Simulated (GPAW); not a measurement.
Runs of GPAW 26.7.0 on BAs. Symmetry: F-43m, No. 216, cubic system. Conventional cell: a = 4.777 Å, b = 4.777 Å, c = 4.777 Å, α = 90.00°, β = 90.00°, γ = 90.00°. As (site symmetry -43m) has 4 B at 2.07 Å as nearest neighbours. B (site symmetry -43m) has 4 As at 2.07 Å as nearest neighbours. 

| task | level | cell | band path | band points | optimizer | fmax | max steps | gap on the mesh (eV) | pressure (GPa) | relaxed volume (Å³/atom) |
| --- | --- | --- | --- | --- | --- | --- | --- | --- | --- | --- |
| band structure | LDA | as given | GXWKGLUWLK,UX | 100 | - | - | - | 1.13 | -3.4 | - |
| relaxation of cell and atoms | RPBE | relaxed to 5 GPa | - | - | LBFGS | 0.02 eV/Å | 60 | 1.22 | 5.0 | - |
| band structure | RPBE | as given | GXWKGLUWLK,UX | 100 | - | - | - | 1.21 | (a) | - |
| relaxation of cell and atoms | RPBE+D4 | relaxed | - | - | BFGS | 0.01 eV/Å | 40 | 1.18 | 0.0 | 13.22 |
| relaxation of cell and atoms | revPBE+D3(BJ) | relaxed | - | - | BFGS | 0.05 eV/Å | 40 | 1.18 | 0.0 | (b) |

Alike in all rows: potentials or basis the program's PAW data sets (release 1.2.1) made for this functional, pw; no spin polarisation; k mesh 10 × 10 × 10; cutoff (eV) 800; smearing fermi-dirac 0.05 eV.

Task: Estimate the missing entries.

Result: (a) 6.0; (b) 13.38.

Caveats: later steps reuse the first step's grids (some runs).

A k mesh can miss the band edges, and the runs leave out spin-orbit coupling on As.

Runs at the PBE level aren't shown here.
